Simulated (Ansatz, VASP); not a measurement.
Given: the input of a run of Ansatz 0.2.0 on GaAs.

Contents of input.yaml:

```yaml
crystal:
  lattice:
    - [0.0, 2.82685, 2.82685]
    - [2.82685, 0.0, 2.82685]
    - [2.82685, 2.82685, 0.0]
  atoms:
    - { symbol: As, position: [0.75, 0.75, 0.75] }
    - { symbol: Ga, position: [0.0, 0.0, 0.0] }
hamiltonian:
  xc: pbe
  pseudopotentials: { kind: paw }
kpoints:
  mp_grid: { grid: [8, 8, 8] }
scf:
  occupations: { method: gaussian, width: 0.026 }
output:
  forces: true
  stress: true
  eigenvalues: true
```

Potentials or basis: Ansatz PAW.

Launch:

```console
$ ansatz run input.yaml --threads 2 --pin off --max-ram 5632MiB --backend cpu --events-out ev --progress --plain --runs-dir out
```

Set up the same calculation for VASP 6.6.1. Potentials there: VASP PAW PBE potentials, release 64 (As, Ga_d).

As run (the cutoff follows the program's own potentials):

Contents of INCAR:

```
SYSTEM = GaAs
ALGO = Normal
EDIFF = 1E-6
ENCUT = 520
GGA = PE
ISIF = 2
ISMEAR = 0
LASPH = .True.
LCHARG = .True.
LELF = .True.
LREAL = .False.
LVHAR = .True.
LWAVE = .False.
NELM = 100
PREC = Accurate
SIGMA = 0.026000000000000002
```

The input KPOINTS:

```
k-points
0
Gamma
  8 8 8
  0 0 0
```

File POSCAR:

```
GaAs
1.0
    0.0000000000      2.8268500000      2.8268500000
    2.8268500000      0.0000000000      2.8268500000
    2.8268500000      2.8268500000      0.0000000000
As Ga
1 1
Direct
    0.7500000000      0.7500000000      0.7500000000
    0.0000000000      0.0000000000      0.0000000000
```

Potentials or basis: VASP PAW PBE potentials, release 64 (As, Ga_d).

Command:

```sh
$ cat potpaw_PBE.64/As/POTCAR potpaw_PBE.64/Ga_d/POTCAR > POTCAR
$ mpirun -np 1 vasp_std > vasp.out
```

Both were run:

|  | VASP | Ansatz | Ansatz less VASP |
| --- | --- | --- | --- |
| gap on the k mesh at the Fermi level (eV) | 0.52 | 0.52 | -0.005 |
| least direct gap on the mesh (eV) | 0.52 | 0.52 | -0.005 |
| pressure (GPa) | 3.4 | 3.3 | -0.18 |

The two sets of potentials don't hold the same shells in valence.

A k mesh can miss the band edges.
